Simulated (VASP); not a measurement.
## FeO (Wuestite) under changes of volume

One of the cells (9.820 Å³/atom); the others are scaled copies at fixed shape and fractional positions:

```xyz
2
Lattice="0.0000 2.1414 2.1414 2.1414 0.0000 2.1414 2.1414 2.1414 0.0000" Properties=species:S:1:pos:R:3 pbc="T T T"
Fe    0.0000    0.0000    0.0000
O     2.1414    2.1414    2.1414
```

* Program: VASP 6.6.1
* Functional: PBE
* Dispersion: D3(BJ)
* Potentials or basis: VASP PAW PBE potentials, release 64 (Fe, O)
* Cutoff: 520 eV
* k mesh: 10 × 10 × 10
* Occupations: fermi-dirac, width 0.05 eV
* Spin: collinear spin, ferromagnetic start
* Starting moments: [3.0, 0.0] μB

```csv
volume (Å³/atom),energy over the lowest point (meV/atom),pressure (GPa)
9.427,11.39,9.1
9.623,2.99,4.5
9.820,0.00,0.3
10.016,?,?
10.213,8.05,-6.7
```

What does the run at 10.016 Å³/atom give?

Energy over the lowest point 1.86 meV/atom; pressure -3.4 GPa.

Worked out: A Birch-Murnaghan fit of order 2 (a polynomial in V^(-2/3)) to the other rows has its minimum at 9.84 Å³/atom with B0 = V·E''(V) = 196 GPa. It gives 1.81 meV/atom at 10.016 Å³/atom, against the run's 1.86, and -dE/dV = -3.3 GPa, against -3.4.

Energies are extrapolated to zero smearing.

Caveats: a cell with one magnetic atom can't hold antiferromagnetic order, which such compounds often take; pairwise dispersion overbinds metals, which lowers pressure and volume.
